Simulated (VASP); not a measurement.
# Al2Cu (P4/mmm) in VASP: notebook

Aim: see how the results for Al2Cu move with the level of theory and the settings. Levels: PBE, PBEsol. Tasks: equation of state.

All numbers are computed with VASP 6.6.1; they aren't measurements. Logs are shortened: lines on timing, memory, paths and dates and some standing lists are left out, and cuts for length are marked.

### Step 1. The crystal as given

It takes space group P4/mmm (No. 123, tetragonal). The conventional cell has a = 4.105 Å, b = 4.105 Å, c = 2.891 Å, α = 90.00°, β = 90.00°, γ = 90.00°. Cu (site symmetry 4/mmm) has 8 Al at 2.51 Å as nearest neighbours. Al (site symmetry mmm) has 4 Cu at 2.51 Å as nearest neighbours.

The cell comes from a database or a generator and needn't be the stable form of this composition.

### Step 2. Equation of state, PBE, 15.27 Å³/atom (volume scaled by 0.94)

INCAR

```
ALGO = Normal
EDIFF = 1E-7
ENCUT = 520
GGA = PE
ISIF = 2
ISMEAR = -1
LASPH = True
LCHARG = False
LREAL = False
LWAVE = False
NBANDS = 16
NELM = 60
PREC = Accurate
SIGMA = 0.05
```

KPOINTS

```
k-points
0
Gamma
  7 7 9
```

POSCAR

```
Al2Cu
1.0
    4.0213792609      0.0000000000      0.0000000000
    0.0000000000      4.0213792609      0.0000000000
    0.0000000000      0.0000000000      2.8322900507
Cu Al
1 2
Direct
    0.0000000000      0.0000000000      0.0000000000
    0.0000000000      0.5000000000      0.5000000000
    0.5000000000      0.0000000000      0.5000000000
```

Potentials or basis: VASP PAW PBE potentials, release 64 (Cu, Al).

Command:

```sh
$ cat potpaw_PBE.64/Cu/POTCAR potpaw_PBE.64/Al/POTCAR > POTCAR
$ mpirun -np 1 vasp_std > vasp.out
```

OUTCAR:

```text
EDIFF = 1E-7
   ENCUT = 520
   GGA = PE
   ISIF = 2
   ISMEAR = -1
   LASPH = True
   LREAL = False
   NELM = 60
   PREC = Accurate

 Found     50 irreducible k-points:

 Following reciprocal coordinates:
            Coordinates               Weight
  0.000000  0.000000  0.000000      1.000000
  0.142857  0.000000  0.000000      4.000000
  0.285714  0.000000  0.000000      4.000000
  0.428571  0.000000  0.000000      4.000000
  0.142857  0.142857  0.000000      4.000000
  0.285714  0.142857  0.000000      8.000000
   k-points           NKPTS =     50   k-points in BZ     NKDIM =     50   number of bands    NBANDS=     16
   number of dos      NEDOS =    301   number of ions     NIONS =      3
   total plane-waves  NPLWV =  21600
   dimension x,y,z NGX =    30 NGY =   30 NGZ =   24
   dimension x,y,z NGXF=    60 NGYF=   60 NGZF=   48
   ions per type =               1   2
   NGX,Y,Z   is equivalent  to a cutoff of  12.40, 12.40, 14.09 a.u.
   NGXF,Y,Z  is equivalent  to a cutoff of  24.80, 24.80, 28.17 a.u.
 SYSTEM =  unknown system
   PREC   = accura    normal or accurate (medium, high low for compatibility)
   ISTART =      0    job   : 0-new  1-cont  2-samecut
   ICHARG =      2    charge: 1-file 2-atom 10-const
   ISPIN  =      1    spin polarized calculation?
   LNONCOLLINEAR =      F non collinear calculations
   LSORBIT =      F    spin-orbit coupling
   LASPH  =      T    aspherical Exc in radial PAW
   ENCUT  =  520.0 eV  38.22 Ry    6.18 a.u.   7.48  7.48  5.27*2*pi/ulx,y,z
   NELM   =     60;   NELMIN=  2; NELMDL= -5     # of ELM steps
   EDIFF  = 0.1E-06   stopping-criterion for ELM
   LREAL  =      F    real-space projection
   EDIFFG = 0.1E-05   stopping-criterion for IOM
   NSW    =      0    number of steps for IOM
   IBRION =     -1    ionic relax: 0-MD 1-quasi-New 2-CG
   NFREE  =      0    steps in history (QN), initial steepest desc. (CG)
   ISIF   =      2    stress and relaxation
   ISYM   =      2    0-nonsym 1-usesym 2-fastsym
   POTIM  = 0.5000    time-step for ionic-motion
   TEBEG  =    0.0;   TEEND  =   0.0 temperature during run
   PSTRESS=    0.0 pullay stress
   NELECT =      17.0000    total number of electrons
   NUPDOWN=      -1.0000    fix difference up-down
   EMIN   =  10.00;   EMAX   =-10.00  energy-range for DOS
   EFERMI =   0.00;   METHOD = LEGACY
   ISMEAR =    -1;   SIGMA  =   0.05  broadening in eV -4-tet -1-fermi 0-gaus
   EFERMI_NEDOS =   21; number of points for ismear=-14 and -15
   IALGO  =     38    algorithm
   IMIX   =      4    mixing-type and parameters
     AMIX     =   0.40;   BMIX     =  1.00
     AMIX_MAG =   1.60;   BMIX_MAG =  1.00
  volume/ion in A,a.u.               =      15.27       103.03
  Fermi-wavevector in a.u.,A,eV,Ry     =   1.176509  2.223279 18.832819  1.384173
  Thomas-Fermi vector in A             =   2.312871
   LORBIT       =      0    0 simple, 1 ext, 2 COOP (PROOUT), +10 PAW based schemes
   GGA     = PE    functional components
   LHFCALC =     F    Hartree Fock is set to
   AEXX    =    0.0000 exact exchange contribution
   IVDW    =     0    specifies the selected vdW correction
   LEPSILON=     F    determine dielectric tensor
   LRPA    =     F    only Hartree local field effects (RPA)
 non-spin polarized calculation
  energy-cutoff  :      520.00
  volume of cell :       45.80
 maximum number of plane-waves:      1247
 NGX is ok and might be reduce to    30
   NGX = 15   NGY = 15   NGZ = 11

 number of electron      17.0000012 magnetization

 Free energy of the ion-electron system (eV)
  ---------------------------------------------------
  ext. energy  EPLUGINS =         0.00000000
  ---------------------------------------------------
  free energy    TOTEN  =       -11.22121679 eV

  energy without entropy =      -11.21028719  energy(sigma->0) =      -11.21575199

 E-fermi :   7.8144     XC(G=0): -10.6453

 val. band max:        7.8119299627   @ k =   0.2857   0.2857   0.2222
 cond. band min:       7.8593818817   @ k =   0.4286   0.1429   0.1111
 fundamental gap:      0.0474519190
 Fermi energy:         7.8144103424

 k-point     1 :       0.0000    0.0000    0.0000
  band No.  band energies     occupation
      1      -3.1465      2.00000
      2       2.1281      2.00000
      3       2.5932      2.00000
      4       3.3154      2.00000
      5       3.5298      2.00000
      6       3.5298      2.00000
      7       5.2899      2.00000
      8       5.2899      2.00000
      9       7.8963      0.32565
     10       8.6748      0.00000
     11      14.0577      0.00000
     12      14.2733      0.00000
     13      14.2733      0.00000
     14      14.9613      0.00000
     15      15.0396      0.00000
     16      20.9303      0.00000

 k-point     2 :       0.1429    0.0000    0.0000
  band No.  band energies     occupation
      1      -2.9676      2.00000
      2       2.0134      2.00000
      3       2.5554      2.00000
      4       3.2628      2.00000
      5       3.5238      2.00000
      6       3.5309      2.00000
      7       4.3008      2.00000
      8       5.4892      2.00000
      9       8.2892      0.00015
     10       9.8843      0.00000
     11      12.4619      0.00000
     12      13.0849      0.00000
     13      14.2325      0.00000
     14      15.9685      0.00000
     15      17.1144      0.00000
     16      20.1969      0.00000

 k-point     3 :       0.2857    0.0000    0.0000
  band No.  band energies     occupation
      1      -2.4493      2.00000
      2       1.2681      2.00000
      3       2.5222      2.00000
      4       3.1632      2.00000
      5       3.4477      2.00000
      6       3.5102      2.00000
      7       3.5332      2.00000
      8       5.9978      2.00000
      9       8.6781      0.00000
     10      10.7366      0.00000
     11      11.5056      0.00000
     12      12.6113      0.00000
     13      14.7258      0.00000
     14      16.8796      0.00000
     15      18.8200      0.00000
     16      19.8837      0.00000

 k-point     4 :       0.4286    0.0000    0.0000
  band No.  band energies     occupation
      1      -1.7209      2.00000
      2       0.1321      2.00000
      3       2.5409      2.00000
      4       3.0964      2.00000
      5       3.2652      2.00000
      6       3.4994      2.00000
      7       3.5351      2.00000
      8       6.5542      2.00000
      9       9.2922      0.00000
     10       9.5845      0.00000
     11      10.3065      0.00000
     12      15.3578      0.00000
     13      15.4635      0.00000
     14      17.5017      0.00000
     15      17.6621      0.00000
     16      19.5974      0.00000

 k-point     5 :       0.1429    0.1429    0.0000
  band No.  band energies     occupation
      1      -2.7886      2.00000
      2       1.9777      2.00000
      3       2.4855      2.00000
      4       3.1866      2.00000
      5       3.5244      2.00000
      6       3.5254      2.00000
      7       4.3994      2.00000
      8       4.5383      2.00000
      9       9.5059      0.00000
     10      10.0671      0.00000
     11      11.0115      0.00000
     12      14.4086      0.00000
     13      14.6492      0.00000
     14      15.2219      0.00000
     15      17.9149      0.00000
     16      20.0062      0.00000

 k-point     6 :       0.2857    0.1429    0.0000
  band No.  band energies     occupation
      1      -2.2693      2.00000
      2       1.3828      2.00000
      3       2.4236      2.00000
      4       3.0648      2.00000
      5       3.5115      2.00000
      6       3.5274      2.00000
      7       3.5313      2.00000
      8       4.9060      2.00000
      9       8.8489      0.00000
     10      10.3598      0.00000
     11      12.7818      0.00000
     12      13.4834      0.00000
     13      14.9066      0.00000
     14      16.6234      0.00000
     15      18.9376      0.00000
     16      19.5784      0.00000

 [... further k-points ...]

------------------------ aborting loop because EDIFF is reached ----------------------------------------

  FORCE on cell =-STRESS in cart. coord.  units (eV):
  Direction    XX          YY          ZZ          XY          YZ          ZX
  --------------------------------------------------------------------------------------
  -------------------------------------------------------------------------------------
  Total        2.1473880      2.1473880      1.9309773      0.0000000     -0.0000000      0.0000000
  in kB       75.1161497     75.1161497     67.5460504      0.0000000     -0.0000000      0.0000000
  external PRESSURE =      72.5927833 kB  Pullay stress =       0.0000000 kB

 VOLUME and BASIS-vectors are now :
 -----------------------------------------------------------------------------
  energy-cutoff  :      520.00
  volume of cell :       45.80
      direct lattice vectors                 reciprocal lattice vectors
     4.021379261  0.000000000  0.000000000     0.248670900  0.000000000  0.000000000
     0.000000000  4.021379261  0.000000000     0.000000000  0.248670900  0.000000000
     0.000000000  0.000000000  2.832290051     0.000000000  0.000000000  0.353071183

 POSITION                                       TOTAL-FORCE (eV/Angst)
 -----------------------------------------------------------------------------------
      0.00000      0.00000      0.00000         0.000000      0.000000      0.000000
      0.00000      2.01069      1.41615         0.000000      0.000000      0.000000
      2.01069      0.00000      1.41615         0.000000      0.000000      0.000000
 -----------------------------------------------------------------------------------
    total drift:                                0.000000      0.000000      0.000000

  FREE ENERGIE OF THE ION-ELECTRON SYSTEM (eV)
  ---------------------------------------------------
  free  energy   TOTEN  =       -11.2212167942 eV

  energy  without entropy=      -11.2102871908  energy(sigma->0) =      -11.21575199
```

Run time: 29 s. Hardware: 1 thread of Intel Xeon Platinum 8488C (Sapphire Rapids), shared host; peak memory 0.17 GiB.

What came out:

| Item | Value |
| --- | --- |
| Free energy | -11.2212 eV |
| Pressure | 7.3 GPa |
| Band gap on the k mesh | none (metal or under the smearing width) |

### Step 3. Equation of state, PBE, 15.59 Å³/atom (volume scaled by 0.96)

INCAR

```
SYSTEM = Al2Cu
  PREC = Accurate
  ENCUT = 520
  EDIFF = 1E-7
  ISMEAR = -1
  SIGMA = 0.05
  LREAL = .FALSE.
  LASPH = .TRUE.
  NELM = 80
  ALGO = Normal
  ISIF = 2
  LWAVE = .FALSE.
  LCHARG = .FALSE.
  GGA = PE
  NBANDS = 16
```

KPOINTS

```
Automatic mesh
0
G
  7 7 9
  0 0 0
```

POSCAR

```
Al2Cu
1.0
    4.0496997663      0.0000000000      0.0000000000
    0.0000000000      4.0496997663      0.0000000000
    0.0000000000      0.0000000000      2.8522364125
Cu Al
1 2
Direct
    0.0000000000      0.0000000000      0.0000000000
    0.0000000000      0.5000000000      0.5000000000
    0.5000000000      0.0000000000      0.5000000000
```

Potentials or basis: VASP PAW PBE potentials, release 64 (Cu, Al).

Command:

```sh
$ cat potpaw_PBE.64/Cu/POTCAR potpaw_PBE.64/Al/POTCAR > POTCAR
$ mpirun -np 1 vasp_std > vasp.out
```

It took 38 s on 1 thread of Intel Xeon Platinum 8488C (Sapphire Rapids), shared host; peak memory 0.17 GiB.

It converged, with:

| Quantity | Value |
| --- | --- |
| Free energy | -11.2579 eV |
| Pressure | 4.8 GPa |
| Band gap on the k mesh | none (metal or under the smearing width) |

(Continued in part 2 of 2.)
